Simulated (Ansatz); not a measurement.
**AlNi2: convergence and cost**

The task, for AlNi2: test the occupation rule and width.

Program: Ansatz 0.2.0. Level of theory: DFT PBEsol, scalar-relativistic, plane waves, PAW. These are calculated values, not measurements.

3 further runs of the same task are left out: 2 for a known fault of the program, 1 set aside as unsound or not needed. Runs told in other sessions of the task aren't counted.

### 1 The structure to begin with

Symmetry: P-3m1, No. 164, trigonal system. Conventional cell: a = 3.974 Å, b = 3.974 Å, c = 4.904 Å, α = 90.00°, β = 90.00°, γ = 120.00°. Al (site symmetry 3m) has 8 Ni at 2.37 to 2.48 Å in its first shell of neighbours. Ni (site symmetry 3m) has 5 Al at 2.37 to 2.48 Å and 3 Ni at 2.47 Å in its first shell of neighbours. Ni (site symmetry -3m) is surrounded by 8 Ni at 2.45 to 2.47 Å and 6 Al at 2.75 Å. Ni (site symmetry -3m) is surrounded by 8 Ni at 2.45 to 2.77 Å and 6 Al at 2.48 Å.

As a file:

```xyz
6
Lattice="3.9740 0.0000 0.0000 -1.9870 3.4416 0.0000 0.0000 0.0000 4.9043" Properties=species:S:1:pos:R:3 pbc="T T T"
Al    0.0000    2.2944    0.9312
Al    1.9870    1.1472    3.9731
Ni    0.0000    2.2944    3.3600
Ni    1.9870    1.1472    1.5443
Ni    0.0000    0.0000    2.4521
Ni    0.0000    0.0000    0.0000
```

Source of the structure: the Materials Project (structure only). It is taken as it stands there.

### 2 The base input

input.yaml

```yaml
crystal:
  lattice:
    - [3.9740030242, 0.0, 0.0]
    - [-1.9870015121, 3.4415875737, 0.0]
    - [0.0, 0.0, 4.90425882]
  atoms:
    - { symbol: Al, position: [0.33333333, 0.66666667, 0.18987406] }
    - { symbol: Al, position: [0.66666667, 0.33333333, 0.81012594] }
    - { symbol: Ni, position: [0.33333333, 0.66666667, 0.68511004] }
    - { symbol: Ni, position: [0.66666667, 0.33333333, 0.31488996] }
    - { symbol: Ni, position: [0.0, 0.0, 0.5] }
    - { symbol: Ni, position: [0.0, 0.0, 0.0] }
basis:
  ecutwfc: 420
kpoints:
  mp_grid: { grid: [12, 12, 8] }
hamiltonian:
  xc: pbesol
scf:
  occupations: { method: gaussian, width: 0.1 }
output:
  forces: true
  stress: true
  eigenvalues: true
  populations: true
```

It was run beforehand and gave: -4045.3383 eV/atom at zero smearing, pressure 0.11 GPa, largest force 0.059 eV/Å, no gap on the mesh, in 8 SCF cycles and 51 s.

### 3 Occupation rule and width set to Gaussian 0.01 eV

input.yaml

```yaml
crystal:
  lattice:
    - [3.9740030242, 0.0, 0.0]
    - [-1.9870015121, 3.4415875737, 0.0]
    - [0.0, 0.0, 4.90425882]
  atoms:
    - { symbol: Al, position: [0.3333333333, 0.6666666667, 0.18987406] }
    - { symbol: Al, position: [0.6666666667, 0.3333333333, 0.81012594] }
    - { symbol: Ni, position: [0.3333333333, 0.6666666667, 0.68511004] }
    - { symbol: Ni, position: [0.6666666667, 0.3333333333, 0.31488996] }
    - { symbol: Ni, position: [0.0, 0.0, 0.5] }
    - { symbol: Ni, position: [0.0, 0.0, 0.0] }
basis:
  ecutwfc: 420
kpoints:
  mp_grid: { grid: [12, 12, 8] }
hamiltonian:
  xc: pbesol
scf:
  occupations: { method: gaussian, width: 0.01 }
output:
  forces: true
  stress: true
  eigenvalues: true
```

On the command line:

```sh
$ ansatz run input.yaml --threads 1 --pin off --max-ram 2560MiB --backend cpu --events-out ev --progress --plain --runs-dir out
```

### 4 Occupation rule and width: Gaussian 0.02 eV

Edit input.yaml of step 3 so:

```diff
@@ -19,3 +19,3 @@
 scf:
-  occupations: { method: gaussian, width: 0.01 }
+  occupations: { method: gaussian, width: 0.02 }
 output:
```

### 5 Occupation rule and width: Gaussian 0.05 eV

Edit input.yaml of step 4 so:

```diff
@@ -19,3 +19,3 @@
 scf:
-  occupations: { method: gaussian, width: 0.02 }
+  occupations: { method: gaussian, width: 0.05 }
 output:
```

### 6 Occupation rule and width set to Gaussian 0.3 eV

Edit input.yaml of step 5 so:

```diff
@@ -19,3 +19,3 @@
 scf:
-  occupations: { method: gaussian, width: 0.05 }
+  occupations: { method: gaussian, width: 0.3 }
 output:
```

### 7 Occupation rule and width: Gaussian 0.5 eV

Edit input.yaml of step 6 so:

```diff
@@ -19,3 +19,3 @@
 scf:
-  occupations: { method: gaussian, width: 0.3 }
+  occupations: { method: gaussian, width: 0.5 }
 output:
```

### 8 Occupation rule and width set to Methfessel–Paxton 0.05 eV

Edit input.yaml of step 7 so:

```diff
@@ -19,3 +19,3 @@
 scf:
-  occupations: { method: gaussian, width: 0.5 }
+  occupations: { method: methfessel_paxton, width: 0.05 }
 output:
```

### 9 Occupation rule and width: Methfessel–Paxton 0.2 eV

Edit input.yaml of step 8 so:

```diff
@@ -19,3 +19,3 @@
 scf:
-  occupations: { method: methfessel_paxton, width: 0.05 }
+  occupations: { method: methfessel_paxton, width: 0.2 }
 output:
```

### 10 Occupation rule and width: cold 0.01 eV

Edit input.yaml of step 9 so:

```diff
@@ -19,3 +19,3 @@
 scf:
-  occupations: { method: methfessel_paxton, width: 0.2 }
+  occupations: { method: cold, width: 0.01 }
 output:
```

### 11 Occupation rule and width: cold 0.2 eV

Edit input.yaml of step 10 so:

```diff
@@ -19,3 +19,3 @@
 scf:
-  occupations: { method: cold, width: 0.01 }
+  occupations: { method: cold, width: 0.2 }
 output:
```

### 12 Occupation rule and width set to cold 0.3 eV

Edit input.yaml of step 11 so:

```diff
@@ -19,3 +19,3 @@
 scf:
-  occupations: { method: cold, width: 0.2 }
+  occupations: { method: cold, width: 0.3 }
 output:
```

### 13 Occupation rule and width set to cold 0.5 eV

Edit input.yaml of step 12 so:

```diff
@@ -19,3 +19,3 @@
 scf:
-  occupations: { method: cold, width: 0.3 }
+  occupations: { method: cold, width: 0.5 }
 output:
```

### 14 Occupation rule and width: tetrahedron

Edit input.yaml of step 13 so:

```diff
@@ -19,3 +19,3 @@
 scf:
-  occupations: { method: cold, width: 0.5 }
+  occupations: { method: tetrahedron }
 output:
```

(Steps that only read results are left out.)

What results come out of these runs, taken together? Wanted: largest energy shift, occupation rule and width.

**Answer**, as computed:

| quantity | value |
| --- | --- |
| largest energy shift, occupation rule and width | 7.70 meV/atom at cold 0.5 |

In words: Smearing shifts the free energy by as much as 35.7 meV/atom (Gaussian 0.5); extrapolating to zero width leaves 7.70 at most. For the widths that shift F most, the extrapolation takes out most of the shift. In a metal, forces and stress under tetrahedra need not match the slope of their energy. The final runs have no spin polarisation, so a magnetic state may lie lower.
